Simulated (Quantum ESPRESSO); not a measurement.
# Al2Au (Fm-3m) in Quantum ESPRESSO: a series of runs, part 2 of 2

Quantum ESPRESSO 7.5. The steps go on from the part before.

### 3 Band structure, PBE, spin-orbit coupling, no magnetisation

File pw.in:

```
&CONTROL
  calculation = 'scf'
  prefix = 'pwscf'
  outdir = './tmp'
  pseudo_dir = './pseudo'
  tprnfor = .true.
  tstress = .true.
  disk_io = 'low'
/
&SYSTEM
  ibrav = 0
  nat = 3
  ntyp = 2
  ecutwfc = 76
  nbnd = 38
  occupations = 'smearing'
  smearing = 'fd'
  degauss = 0.00367493
  noncolin = .true.
  lspinorb = .true.
/
&ELECTRONS
  conv_thr = 6d-10
  electron_maxstep = 120
  mixing_beta = 0.5
/
ATOMIC_SPECIES
Au   196.9666 Au.upf
Al    26.9815 Al.upf
CELL_PARAMETERS bohr
   0.0000000000    5.6691783739    5.6691783739
   5.6691783739    0.0000000000    5.6691783739
   5.6691783739    5.6691783739    0.0000000000
ATOMIC_POSITIONS bohr
Au     0.0000000000    0.0000000000    0.0000000000
Al     8.5037675608    8.5037675608    8.5037675608
Al     2.8345891869    2.8345891869    2.8345891869
K_POINTS automatic
8 8 8 0 0 0
```

File bands.in:

```
&CONTROL
  calculation = 'bands'
  prefix = 'pwscf'
  outdir = './tmp'
  pseudo_dir = './pseudo'
  disk_io = 'low'
  verbosity = 'high'
/
&SYSTEM
  ibrav = 0
  nat = 3
  ntyp = 2
  ecutwfc = 76
  nbnd = 38
  occupations = 'smearing'
  smearing = 'fd'
  degauss = 0.00367493
  noncolin = .true.
  lspinorb = .true.
/
&ELECTRONS
  conv_thr = 1d-08
  electron_maxstep = 120
  mixing_beta = 0.5
  diago_full_acc = .true.
  startingwfc = 'random'
/
ATOMIC_SPECIES
Au   196.9666 Au.upf
Al    26.9815 Al.upf
CELL_PARAMETERS bohr
   0.0000000000    5.6691783739    5.6691783739
   5.6691783739    0.0000000000    5.6691783739
   5.6691783739    5.6691783739    0.0000000000
ATOMIC_POSITIONS bohr
Au     0.0000000000    0.0000000000    0.0000000000
Al     8.5037675608    8.5037675608    8.5037675608
Al     2.8345891869    2.8345891869    2.8345891869
K_POINTS crystal
60
 0.0000000000  0.0000000000  0.0000000000 1
 0.0625000000  0.0000000000  0.0625000000 1
 0.1250000000  0.0000000000  0.1250000000 1
 0.1875000000  0.0000000000  0.1875000000 1
 0.2500000000  0.0000000000  0.2500000000 1
 0.3125000000  0.0000000000  0.3125000000 1
 0.3750000000  0.0000000000  0.3750000000 1
 0.4375000000  0.0000000000  0.4375000000 1
 0.5000000000  0.0000000000  0.5000000000 1
 0.5000000000  0.0625000000  0.5625000000 1
 0.5000000000  0.1250000000  0.6250000000 1
 0.5000000000  0.1875000000  0.6875000000 1
 0.5000000000  0.2500000000  0.7500000000 1
 0.4375000000  0.3125000000  0.7500000000 1
 0.3750000000  0.3750000000  0.7500000000 1
 0.3375000000  0.3375000000  0.6750000000 1
 0.3000000000  0.3000000000  0.6000000000 1
 0.2625000000  0.2625000000  0.5250000000 1
 0.2250000000  0.2250000000  0.4500000000 1
 0.1875000000  0.1875000000  0.3750000000 1
 0.1500000000  0.1500000000  0.3000000000 1
 0.1125000000  0.1125000000  0.2250000000 1
 0.0750000000  0.0750000000  0.1500000000 1
 0.0375000000  0.0375000000  0.0750000000 1
 0.0000000000  0.0000000000  0.0000000000 1
 0.0625000000  0.0625000000  0.0625000000 1
 0.1250000000  0.1250000000  0.1250000000 1
 0.1875000000  0.1875000000  0.1875000000 1
 0.2500000000  0.2500000000  0.2500000000 1
 0.3125000000  0.3125000000  0.3125000000 1
 0.3750000000  0.3750000000  0.3750000000 1
 0.4375000000  0.4375000000  0.4375000000 1
 0.5000000000  0.5000000000  0.5000000000 1
 0.5250000000  0.4500000000  0.5250000000 1
 0.5500000000  0.4000000000  0.5500000000 1
 0.5750000000  0.3500000000  0.5750000000 1
 0.6000000000  0.3000000000  0.6000000000 1
 0.6250000000  0.2500000000  0.6250000000 1
 0.5833333333  0.2500000000  0.6666666667 1
 0.5416666667  0.2500000000  0.7083333333 1
 0.5000000000  0.2500000000  0.7500000000 1
 0.5000000000  0.2857142857  0.7142857143 1
 0.5000000000  0.3214285714  0.6785714286 1
 0.5000000000  0.3571428571  0.6428571429 1
 0.5000000000  0.3928571429  0.6071428571 1
 0.5000000000  0.4285714286  0.5714285714 1
 0.5000000000  0.4642857143  0.5357142857 1
 0.5000000000  0.5000000000  0.5000000000 1
 0.4821428571  0.4821428571  0.5357142857 1
 0.4642857143  0.4642857143  0.5714285714 1
 0.4464285714  0.4464285714  0.6071428571 1
 0.4285714286  0.4285714286  0.6428571429 1
 0.4107142857  0.4107142857  0.6785714286 1
 0.3928571429  0.3928571429  0.7142857143 1
 0.3750000000  0.3750000000  0.7500000000 1
 0.6250000000  0.2500000000  0.6250000000 1
 0.5937500000  0.1875000000  0.5937500000 1
 0.5625000000  0.1250000000  0.5625000000 1
 0.5312500000  0.0625000000  0.5312500000 1
 0.5000000000  0.0000000000  0.5000000000 1
```

Potentials or basis: PseudoDojo 0.4 FR PBE standard.

On the command line:

```console
$ OMP_NUM_THREADS=1 pw.x -in pw.in > pw.out
$ OMP_NUM_THREADS=1 pw.x -in bands.in > bands.out
```

pw.out:

```text
This program is part of the open-source Quantum ESPRESSO suite
     for quantum simulation of materials; please cite
[... 9 lines left out ...]
     --------------------
     sticks:   dense  smooth     PW     G-vecs:    dense   smooth      PW
     Sum        1345    1345    385                32647    32647    5065

     Using Slab Decomposition

     bravais-lattice index     =            0
     lattice parameter (alat)  =       8.0174  a.u.
     unit-cell volume          =     364.4101 (a.u.)^3
     number of atoms/cell      =            3
     number of atomic types    =            2
     number of electrons       =        25.00
     number of Kohn-Sham states=           38
     kinetic-energy cutoff     =      76.0000  Ry
     charge density cutoff     =     304.0000  Ry
     scf convergence threshold =      6.0E-10
     mixing beta               =       0.5000
     number of iterations used =            8  plain     mixing
     Exchange-correlation= PBE
                           (   1   4   3   4   0   0   0)
     Non magnetic calculation with spin-orbit

     celldm(1)=   8.017429  celldm(2)=   0.000000  celldm(3)=   0.000000
     celldm(4)=   0.000000  celldm(5)=   0.000000  celldm(6)=   0.000000

     crystal axes: (cart. coord. in units of alat)
               a(1) = (   0.000000   0.707107   0.707107 )
               a(2) = (   0.707107   0.000000   0.707107 )
               a(3) = (   0.707107   0.707107   0.000000 )

     reciprocal axes: (cart. coord. in units 2 pi/alat)
               b(1) = ( -0.707107  0.707107  0.707107 )
               b(2) = (  0.707107 -0.707107  0.707107 )
               b(3) = (  0.707107  0.707107 -0.707107 )

     PseudoPot. # 1 for Au read from file:
     Au.upf
     Pseudo is Norm-conserving + core correction, Zval = 19.0
     Generated using ONCVPSP code by D. R. Hamann
     Using radial grid of 1356 points, 12 beta functions with:
                l(1) =   0
                l(2) =   0
                l(3) =   1
                l(4) =   1
                l(5) =   1
                l(6) =   1
                l(7) =   2
                l(8) =   2
[... 68 lines left out ...]
     Initial potential from superposition of free atoms

     starting charge      24.9950, renormalised to      25.0000
     Starting wfcs are   36 randomized atomic wfcs +    2 random wfcs

     Self-consistent Calculation

     iteration #  1     ecut=    76.00 Ry     beta= 0.50
     Davidson diagonalization with overlap
     ethr =  1.00E-02,  avg # of iterations =  5.3

     total energy              =    -304.63242154 Ry
     estimated scf accuracy    <       0.38818165 Ry
[... 57 lines left out ...]
     iteration # 10     ecut=    76.00 Ry     beta= 0.50
     Davidson diagonalization with overlap
     ethr =  4.91E-12,  avg # of iterations =  4.0

     End of self-consistent calculation

          k = 0.0000 0.0000 0.0000 (  4015 PWs)   bands (ev):

   -95.7509 -95.7509 -59.4037 -59.4037 -42.8542 -42.8542 -42.8542 -42.8542
     0.7299   0.7299   4.1315   4.1315   4.1315   4.1315   5.1557   5.1557
     5.9176   5.9176   5.9176   5.9176  13.2097  13.2097  13.5307  13.5307
    14.6379  14.6379  14.6379  14.6379  15.0952  15.0952  15.0952  15.0952
    15.4481  15.4481  16.9344  16.9344  17.0761  17.0761
[... 147 lines left out ...]
   -95.7509 -95.7509 -59.4039 -59.4039 -42.8555 -42.8555 -42.8550 -42.8550
     3.7129   3.7129   4.1162   4.1162   4.8020   4.8020   5.0923   5.0923
     5.9179   5.9179   5.9834   5.9834   6.7755   6.7755   7.9376   7.9376
     9.8976   9.8976  13.1604  13.1604  15.6660  15.6660  17.3072  17.3072
    18.9804  18.9804  19.4450  19.4450  20.2245  20.2246

          k =-0.7071 0.0000 0.0000 (  4088 PWs)   bands (ev):

   -95.7509 -95.7509 -59.4039 -59.4039 -42.8557 -42.8557 -42.8549 -42.8549
     3.7557   3.7557   4.0077   4.0077   5.0092   5.0092   5.1277   5.1277
     5.5971   5.5971   6.3178   6.3178   6.4955   6.4955   8.9307   8.9307
     9.3477   9.3477  12.6035  12.6035  13.4073  13.4073  18.9178  18.9178
    21.0488  21.0488  21.1371  21.1371  21.2770  21.6540
[... 43 lines left out ...]
   -95.7509 -95.7509 -59.4039 -59.4039 -42.8555 -42.8555 -42.8549 -42.8549
     3.5184   3.5184   4.0133   4.0133   4.5677   4.5677   5.3618   5.3618
     5.6564   5.6564   6.0566   6.0566   7.4516   7.4516   7.7370   7.7370
    10.0520  10.0520  14.4199  14.4199  15.5933  15.5933  16.7484  16.7484
    17.8952  17.8952  18.7665  18.7665  20.6337  20.6338

          k =-0.7071 0.1768-0.0000 (  4078 PWs)   bands (ev):

   -95.7509 -95.7509 -59.4039 -59.4039 -42.8556 -42.8556 -42.8550 -42.8550
     3.8019   3.8019   4.1026   4.1026   4.6838   4.6838   5.3004   5.3004
     5.8669   5.8669   6.1171   6.1171   6.5423   6.5423   8.4426   8.4426
     9.1460   9.1460  13.5306  13.5306  14.3163  14.3163  17.5679  17.5679
    19.3819  19.3819  20.7274  20.7274  21.5550  21.5553

          k =-0.7071 0.3536 0.0000 (  4128 PWs)   bands (ev):

   -95.7509 -95.7509 -59.4039 -59.4039 -42.8555 -42.8555 -42.8551 -42.8551
     3.8844   3.8844   4.0823   4.0823   4.8229   4.8229   5.0916   5.0916
     5.7800   5.7800   6.0927   6.0927   7.2740   7.2740   7.4004   7.4004
     9.1132   9.1132  15.3728  15.3728  15.4656  15.4656  16.5186  16.5186
    16.5610  16.5610  20.5287  20.5287  22.2399  22.2399

     the Fermi energy is    11.3524 ev

!    total energy              =    -304.78360218 Ry
     estimated scf accuracy    <          5.3E-10 Ry
     smearing contrib. (-TS)   =      -0.00033935 Ry
     internal energy E=F+TS    =    -304.78326283 Ry

     The total energy is F=E-TS. E is the sum of the following terms:
     one-electron contribution =    -170.99722631 Ry
     hartree contribution      =      92.33052856 Ry
     xc contribution           =     -55.00541006 Ry
     ewald contribution        =    -171.11115502 Ry

     convergence has been achieved in  10 iterations

     Forces acting on atoms (cartesian axes, Ry/au):

     atom    1 type  1   force =     0.00000000    0.00000000   -0.00000000
     atom    2 type  2   force =    -0.00000000   -0.00000000    0.00000000
     atom    3 type  2   force =     0.00000000    0.00000000   -0.00000000

     Total force =     0.000000     Total SCF correction =     0.000000

     Computing stress (Cartesian axis) and pressure

          total   stress  (Ry/bohr**3)                   (kbar)     P=       24.49
   0.00016650  -0.00000000  -0.00000000           24.49       -0.00       -0.00
  -0.00000000   0.00016650  -0.00000000           -0.00       24.49       -0.00
  -0.00000000  -0.00000000   0.00016650           -0.00       -0.00       24.49

=------------------------------------------------------------------------------=
   JOB DONE.
=------------------------------------------------------------------------------=
```

It took 11 min on 1 thread of Arm Neoverse V1, shared host; peak memory 0.35 GiB.

Results:

* Free energy: -4146.7922 eV
* Pressure: 2.4 GPa
* Band gap on the k mesh: none (metal or under the smearing width)

Levels at the corners of the path, in eV from the Fermi level:
```csv
point,band 22,band 23,band 24,band 25,band 26,band 27,band 28,band 29,band 30,band 31
Γ,1.86,2.18,2.18,3.29,3.29,3.29,3.29,3.74,3.74,3.74
X,-4.86,-2.42,-2.42,-2.00,-2.00,1.25,1.25,2.05,2.05,7.57
W,-4.08,-3.95,-3.95,-2.24,-2.24,4.02,4.02,4.11,4.11,5.17
K,-4.58,-3.41,-3.41,-1.45,-1.45,1.81,1.81,4.31,4.31,5.95
Γ,1.86,2.18,2.18,3.29,3.29,3.29,3.29,3.74,3.74,3.74
L,-5.05,-0.06,-0.06,0.54,0.54,3.22,3.22,3.56,3.56,3.57
U,-4.58,-3.41,-3.41,-1.45,-1.45,1.81,1.81,4.31,4.31,5.95
W,-4.08,-3.95,-3.95,-2.24,-2.24,4.02,4.02,4.11,4.11,5.17
L,-5.05,-0.06,-0.06,0.54,0.54,3.22,3.22,3.56,3.56,3.57
K,-4.58,-3.41,-3.41,-1.45,-1.45,1.81,1.81,4.31,4.31,5.95
U,-4.58,-3.41,-3.41,-1.45,-1.45,1.81,1.81,4.31,4.31,5.95
X,-4.86,-2.42,-2.42,-2.00,-2.00,1.25,1.25,2.05,2.05,7.57
```
